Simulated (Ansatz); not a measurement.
**KI (Fm-3m): a many-body input that goes wrong, and its mend**

What is wrong with this input for KI (Fm-3m)?

Method: G0W0 on PBE, plane waves, PAW, in Ansatz 0.2.0.

## 1. Set-up

Symmetry: Fm-3m, No. 225, cubic system. Conventional cell: a = 7.066 Å, b = 7.066 Å, c = 7.066 Å, α = 90.00°, β = 90.00°, γ = 90.00°. Nearest to K lie 6 I at 3.53 Å. I has 6 K at 3.53 Å nearest. Farther neighbours and most contacts between anions are not listed.

The cell and positions come from the Crystallography Open Database and are kept as given unless a step says otherwise. Spin-orbit coupling is left out unless a step names it. The default PAW set here is soft_2. Its files were made with PBE.

## 2. First try

The input, input.yaml:

```yaml
crystal:
  lattice:
    - [0.0, 3.532775, 3.532775]
    - [3.532775, 0.0, 3.532775]
    - [3.532775, 3.532775, 0.0]
  atoms:
    - { symbol: K, position: [0.0, 0.0, 0.0] }
    - { symbol: I, position: [0.5, 0.5, 0.5] }
kpoints:
  mp_grid: { grid: [1, 1, 1] }
hamiltonian:
  xc: pbe
scf:
  occupations: { method: fixed }
gw:
  n_empty_bands: 143
  ecut_chi: 80
  qp_bands: [v2, c2]
  qp_kpoints: band_edges
  screening: { model: contour_deformation }
```

Command:

```console
$ ansatz run input.yaml --threads 3 --pin off --max-ram 92160MiB --backend cuda --events-out ev --progress --plain --runs-dir out --devices 1 --max-vram 13GiB
```

Numbers of over 12 decimals in the logs are rounded to 6 here.

The program printed:

```text
GPUs: using 1 of 1 available (devices: 1).
Engine: ansatz 0.2.0, x86_64-unknown-linux-gnu
Pseudopotentials: kind: paw
Pseudopotential: K, paw, valence charge 9, recommended cutoff 420 eV (normal), K.paw.azcp
Pseudopotential: I, paw, valence charge 17, recommended cutoff 420 eV (normal), I.paw.azcp
Functional definition: PBE
  parameter kappa = 0.804
  parameter beta = 0.066725
  exchange = pbe_x(kappa = kappa, mu = beta*pi^2/3)
  correlation = pbe_c(beta = beta)
device memory: the entry about to start is reckoned to put 0.5 GiB on a device that reports 54.0 GiB free (of which the cap on the GPU budget leaves the run 13.0 GiB)
GPU FFT provider: cuFFT
GPU libraries: cuBLAS 13.8.2, cuFFT 12.4.0, cuSOLVER 12.3.4
Crystal: 2 atoms, lattice volume = 88.182 Å³
Basis set: ecut = 420 eV, 1759 PW (Γ)
Bands: 17, of which v1, the nominal top of the filled ones, is band 13 counted from 1 (12 counted from 0)
Symmetry: 48 space group operations
Space group: Fm-3m (ITA 225), of the structure as read, at distance tolerance 4.5e-5 Å
k-points: 1
Non-local potential: K, projectors of the file, l = 0: 3, l = 1: 2, l = 2: 2
Non-local potential: I, projectors of the file, l = 0: 2, l = 1: 2, l = 2: 2, l = 3: 2
PAW form: soft (Blöchl's): semilocal exchange-correlation on the pseudo side does not see the compensation charge
PAW one-centre angular grid: K, 110 points (default); XC on 64 Gauss nodes
PAW one-centre angular grid: I, 590 points (default); XC on 64 Gauss nodes
Initial density: superposition of atomic densities (neutral atoms: chi_scale 0, normalization atom), corrected by the library's trained network
Initial wavefunctions: pseudopotential atomic-orbital guess
GPU buffer pool allocated for 46656 grid points (all kernels)
GPU transforms: local potential and band sums: pruned to the plane-wave sphere, on 36×36×36
Functional: x = pbe(κ = 0.804, μ = 0.219515), c = pbe(β = 0.066725)
SCF iter   1: F=—  HF=-9050.431346 eV  |F-HF|=—  |Δ(HF+E_count)|=         —  Δρ=1.67e-2  dr2=7.32e-1  ethr=1.77e-3  ⟨swp⟩=5.0  Hψ=76  notcnv=0
preconditioner: auto → none  [insulator: Δε(μ)=3.960 eV  Ē_g=12.506 eV  n_scr=14 (ndim 8)  ℏωp=14.8 eV  f_vac=0.139  ε∞_Penn≈2.4]
SCF iter   2: F=—  HF=-9050.202237 eV  |F-HF|=—  |Δ(HF+E_count)|=   2.29e-1  Δρ=5.79e-3  dr2=4.39e-2  ethr=1.77e-3  ⟨swp⟩=3.0  Hψ=36  notcnv=0
SCF iter   3: F=—  HF=-9050.192519 eV  |F-HF|=—  |Δ(HF+E_count)|=   9.72e-3  Δρ=2.32e-3  dr2=4.27e-3  ethr=1.69e-4  ⟨swp⟩=4.0  Hψ=33  notcnv=0
SCF iter   4: F=—  HF=-9050.189341 eV  |F-HF|=—  |Δ(HF+E_count)|=   3.18e-3  Δρ=5.31e-4  dr2=1.39e-4  ethr=1.64e-5  ⟨swp⟩=3.0  Hψ=29  notcnv=0
SCF iter   5: F=—  HF=-9050.189320 eV  |F-HF|=—  |Δ(HF+E_count)|=   2.15e-5  Δρ=2.57e-5  dr2=3.12e-7  ethr=5.36e-7  ⟨swp⟩=2.0  Hψ=25  notcnv=0
SCF iter   6: F=-9050.189320 eV  HF=-9050.189320 eV  |F-HF|=1.81e-8  |Δ(HF+E_count)|=   3.20e-8  Δρ=7.68e-6  dr2=1.40e-8  ethr=3.85e-10  ⟨swp⟩=6.0  Hψ=80  notcnv=0
SCF 1 converged in 6 iterations: F = -9050.189320 eV  dr2 = 1.40e-8
[...]
device memory: the entry about to start is reckoned to put 0.6 GiB on a device that reports 52.4 GiB free (of which the cap on the GPU budget leaves the run 13.0 GiB)
NSCF: frozen V_eff on 1 k-points
[...]
device memory: the entry about to start is reckoned to put 1.3 GiB on a device that reports 51.2 GiB free (of which the cap on the GPU budget leaves the run 13.0 GiB)
NSCF: frozen V_eff on 1 k-points
G₀W₀ screening: q 1/1
G₀W₀ self-energy: k 1/1
device memory: the entry about to start is reckoned to put 0.4 GiB on a device that reports 49.1 GiB free (of which the cap on the GPU budget leaves the run 13.0 GiB)
NSCF: frozen V_eff on 1 k-points
device memory: the entry about to start is reckoned to put 0.4 GiB on a device that reports 49.1 GiB free (of which the cap on the GPU budget leaves the run 13.0 GiB)
NSCF: frozen V_eff on 1 k-points
device memory: the entry about to start is reckoned to put 0.4 GiB on a device that reports 49.1 GiB free (of which the cap on the GPU budget leaves the run 13.0 GiB)
NSCF: frozen V_eff on 1 k-points
device memory: the entry about to start is reckoned to put 0.4 GiB on a device that reports 49.1 GiB free (of which the cap on the GPU budget leaves the run 13.0 GiB)
NSCF: frozen V_eff on 1 k-points
SCF converged after 6 iterations
Free energy (F): -9050.189320 eV
Harris-Foulkes:  -9050.189320 eV  (|F-HF|=1.81e-8)
Internal energy: -9050.189320 eV  (E = F + TS)
E sigma→0 (E₀):  -9050.189320 eV
Fermi energy:    3.224443 eV
--- Per-component energies (eV) ---
  E_band       = -495.500983
  E_kinetic    = 451.563434
  E_local      = -2859.207671  (includes V_loc(G=0)·N_el)
  E_nonlocal   = -73.887149
  E_hartree    = 1368.553075
  E_xc         = -265.222355
  E_vxc        = -296.224736  (∫ρ·V_xc dr)
  E_paw        = -5603.556290  (= ΣΔE_a)
  E_vpaw       = -454.850354  (= ΣTr[D̂ρ^β])
  E_aug_tail   = -0.000007  (compensation charges beyond the density's cutoff)
  E_ewald      = -2068.432357
  E_smearing   = -0.000000  (= −TS)
  E_closure    = 0.000000  (closes the sum)
  Σ components = -9050.189320   (vs F -9050.189320, Δ=0.00e0)
--- Band table (eV) ---
  k-point 0: bands = [... 9 lower, -7.0241, 3.2244, 3.2244, 3.2244, 6.5034, 8.8713, 8.8713, 8.8713]
--- G₀W₀: contour deformation, 6 samples at zero and on the imaginary axis and 1 off it, 1 q-point, 143 empty bands' worth ---
  eigenvalues of the whole cell's RPA ε∞ on this k-mesh (on a slab, of 1 + 4πα/V) = 9.4954, 9.4954, 9.4954; static W/v taken at q = 0 is 0.105314
  bands read: the sum over 156 bands ends inside a degenerate multiplet in 1 slot, whose members it reads at an even weight; the widest, k=0: bands 155 to 157 (counted from 1) at 2/3 each
  gw.qp_kpoints: band_edges: 1 of 1 stored k-point solved, in 1 pass; an edge of the gap read off the rows below is read off those points alone
    ik  band        ε_KS         Σx   Σc(E_QP)       V_xc       Z   E_QP_lin       E_QP  E_QP is
     0    12      3.2244   -18.6644     3.9545   -14.0061  0.7305     2.5093     2.5207  root
     0    13      3.2244   -18.6644     3.9545   -14.0061  0.7305     2.5093     2.5207  root
     0    14      6.5034    -3.4127    -4.8151    -7.6871  0.7547     5.9685     5.9627  root
     0    15      8.8713    -3.3001    -5.0141    -8.2254  0.7509     8.7826     8.7824  root
```

The job ended after 9.1 s (1 × NVIDIA H100 80GB HBM3 (shared by 6 runs) with 3 threads of AMD EPYC 7R13 (Zen 3), shared host; peak memory 1 GiB; 3.8 s of CPU time).

In the SCF lines HF is the Harris–Foulkes energy and dr2 the Hartree energy of the density residual, in eV; the loop may stop once dr2 is under the threshold and the program's other checks hold. Hψ counts applications of the Hamiltonian.

**Diagnosis.**

The run ended normally, though the input holds a fault or crude settings.

The fault: G0W0 on a mesh far too coarse. So few points can't sample the density or the screening, and the band edges may lie elsewhere in the zone.

It printed a gap of 3.44 eV, which is an artefact of the settings.

## 3. A better input

G0W0 replaces the xc potential by the self-energy, built once from these orbitals. Only a window of levels is corrected, while the sums run over the empty bands that the input names.

input.yaml, the sections that differ from step 2:

```yaml
kpoints:
  mp_grid: { grid: [4, 4, 4] }
gw:
  n_empty_bands: 263
  ecut_chi: 120
  qp_bands: [v2, c2]
  qp_kpoints: band_edges
  screening: { model: contour_deformation }
# crystal, hamiltonian, scf: as in step 2
```

The program printed:

```text
GPUs: using 1 of 1 available (devices: 1).
[...]
GPU FFT provider: cuFFT
GPU libraries: cuBLAS 13.8.2, cuFFT 12.4.0, cuSOLVER 12.3.4
Crystal: 2 atoms, lattice volume = 88.182 Å³
Basis set: ecut = 420 eV, 1759 PW (Γ)
Bands: 17, of which v1, the nominal top of the filled ones, is band 13 counted from 1 (12 counted from 0)
[... 1 set-up line as in the run before ...]
[...]
k-points: 8 of 64
[...]
GPU buffer pool allocated for 46656 grid points (all kernels)
[...]
SCF iter   1: F=—  HF=-9053.689555 eV  |F-HF|=—  |Δ(HF+E_count)|=         —  Δρ=2.60e-4  dr2=7.32e-5  ethr=1.77e-3  ⟨swp⟩=5.4  Hψ=632  notcnv=0  defer=13
[...]
SCF iter   6: F=-9053.689078 eV  HF=-9053.689078 eV  |F-HF|=3.74e-8  |Δ(HF+E_count)|=   2.62e-8  Δρ=4.21e-6  dr2=3.32e-8  ethr=3.37e-10  ⟨swp⟩=5.9  Hψ=727  notcnv=0
SCF 1 converged in 6 iterations: F = -9053.689078 eV  dr2 = 3.32e-8
[...]
0    12      2.2676   -17.3234     1.5006   -14.1827  0.8004     0.5878     0.6276  root
     0    13      2.2676   -17.3234     1.5006   -14.1827  0.8004     0.5878     0.6276  root
     0    14      6.2342    -4.3249    -3.0600    -7.8581  0.8466     6.7096     6.7075  root
     0    15      8.7740    -3.8696    -3.3367    -8.2146  0.8350     9.7950     9.7822  root
     1    12      2.0914   -17.0243     1.5375   -13.8331  0.7991     0.3958     0.4377  root
     1    13      2.0914   -17.0243     1.5375   -13.8331  0.7991     0.3958     0.4377  root
     1    14      7.3291    -4.6032    -3.1221    -8.2563  0.8403     7.8632     7.8602  root
     1    15      8.8465    -4.3116    -3.3333    -8.4588  0.8302     9.6692     9.6604  root
[...]
7    12      1.5417   -16.3903     1.7134   -12.9402  0.7953    -0.2472    -0.1950  root
     7    13      1.6690   -16.4223     1.6422   -13.0755  0.7958    -0.0845    -0.0356  root
     7    14      8.7387    -4.0658    -3.2729    -8.1132  0.8313     9.5210     9.5132  root
     7    15      8.7387    -4.0658    -3.2729    -8.1132  0.8313     9.5210     9.5132  root
[key lines of the parts left out:]
SCF converged after 6 iterations
Free energy (F): -9053.689078 eV
Fermi energy:    2.267639 eV
```

Wall time 8.2 s (1 × NVIDIA H100 80GB HBM3 (shared by 6 runs) with 3 threads); peak memory 1.2 GiB.

Numbers from this step:

| Quantity | Value |
| --- | --- |
| bands summed | 276 |
| RPA ε∞ on this mesh (eigenvalues) | 2.640, 2.640, 2.640 |
| plane waves in the screening matrix | 259 |
| q-points in the mesh | 64 |
| G0W0 gap on the mesh | 6.080 eV |
| k of the valence top | 0, 0, 0 |
| k of the conduction bottom | 0, 0, 0 |
| starting gap on the mesh | 3.967 eV |
| Z at the valence top | 0.8004 |
| Z at the conduction bottom | 0.8466 |
| least direct G0W0 gap on the computed points | 6.080 eV |

The gap on the mesh goes from 3.97 eV to 6.08 eV, a correction of +2.11 eV. Between the two edge states, bare exchange in place of the xc potential would open the gap by 6.67 eV, and correlation takes back 4.56 eV.

## 4. Outcome

```yaml
first_try: converged after 9.1 s
better_run: G0W0 gap on the mesh 6.08 eV (4×4×4 mesh, 263 empty bands, screening to 120 eV)
```

The second run differs in: mesh, empty bands and screening cutoff (eV). Bands and cutoff are finite, so the gap is not at the basis limit. The miss can reach some tenths of an eV and take either sign; the mesh is an error of its own. The many-body steps are scalar-relativistic: spin-orbit coupling is not in them.

[Paths, hosts, dates, memory and timing lines, banners, echoed tables and standing remarks are left out of the program output.]

[Logs are printed without paths, hosts, clocks, repeated set-up lines and the standing remarks that a program may print on its own settings, such as how far it seeks lower states.]

[Runs of the session that timed out or met a known fault of the program may be left out.]

[Cells called generated may have been cut or substituted from an entry of the Crystallography Open Database or the Materials Project.]

[Hosts, paths, dates, database ids (printed as entryN), source tags and the programs' standing remarks are cut or masked in the printed files.]
